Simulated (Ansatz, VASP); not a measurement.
## One calculation of Rh, two programs

INCAR

```
PREC     = Accurate       # precision mode
ENCUT    = 520            # plane-wave cutoff, eV
EDIFF    = 1E-7           # SCF threshold, eV
ISMEAR   = -1             # smearing method
SIGMA    = 0.1            # smearing width, eV
LREAL    = F              # projectors in reciprocal space
LASPH    = T              # aspherical terms in the spheres
NELM     = 100            # most SCF steps
ALGO     = Normal         # electronic algorithm
ISIF     = 2              # what is computed and relaxed
LWAVE    = F              # write WAVECAR
LCHARG   = T              # write CHGCAR
GGA      = B5             # functional
ALDAX    = 1.0          
AGGAX    = 1.0          
AGGAC    = 1.0          
ALDAC    = 0.0          
LELF     = T              # ELF
LVHAR    = T            
NBANDS   = 22             # bands
```

KPOINTS

```
Automatic mesh
0
Gamma
  15 15 8
```

POSCAR

```
Rh
1.0
    2.7769508556      0.0000000000      0.0000000000
   -1.3884754278      2.4049099860      0.0000000000
    0.0000000000      0.0000000000      4.4662889118
Rh
2
Direct
    0.3333333333      0.6666666667      0.2500000000
    0.6666666667      0.3333333333      0.7500000000
```

Input for Ansatz:

```yaml
crystal:
  lattice:
    - [2.7769508556, 0.0, 0.0]
    - [-1.3884754278, 2.404909986, 0.0]
    - [0.0, 0.0, 4.4662889118]
  atoms:
    - { symbol: Rh, position: [0.3333333333, 0.6666666667, 0.25] }
    - { symbol: Rh, position: [0.6666666667, 0.3333333333, 0.75] }
hamiltonian:
  xc: blyp
  pseudopotentials:
    kind: paw
    azcp:
      Rh: "pseudopotentials/Rh.paw.azcp"
basis:
  ecutwfc: 420
  fft_grid_basis: typed
kpoints:
  mp_grid: { grid: [15, 15, 8], shift: [0, 0, 0] }
magnetization:
  spin_polarized: false
scf:
  occupations: { method: fermi_dirac, width: 0.1 }
  lower_state_search: "off"
output:
  stress: true
  write_density: true
  write_potential: true
  elf: true
  volumetric_format: npy
```

Alike in both runs: task single point; functional BLYP; k mesh 15 × 15 × 8; occupations fermi-dirac, width 0.1 eV; no spin polarisation.

|  | VASP | Ansatz |
| --- | --- | --- |
| version | VASP 6.6.1 | Ansatz 0.2.0 |
| potentials or method | VASP PAW PBE potentials, release 64 (Rh_pv) | plane waves (420 eV) with PAW, scalar-relativistic |
| plane-wave cutoff (eV) | 520 | 420 |
| valence electrons in the cell | 30 | 34 |

VASP gave:

```
pressure (GPa)                                  : 0.5
largest component of the traceless stress (GPa) : 0.10
```

What did Ansatz give for the same quantities?

Pressure (GPa): 0.0; largest component of the traceless stress (GPa): 0.12.

The two sets of potentials don't hold the same shells in valence.

Caveats: the PAW data sets were made with another functional, which shifts forces and pressure a little (VASP).
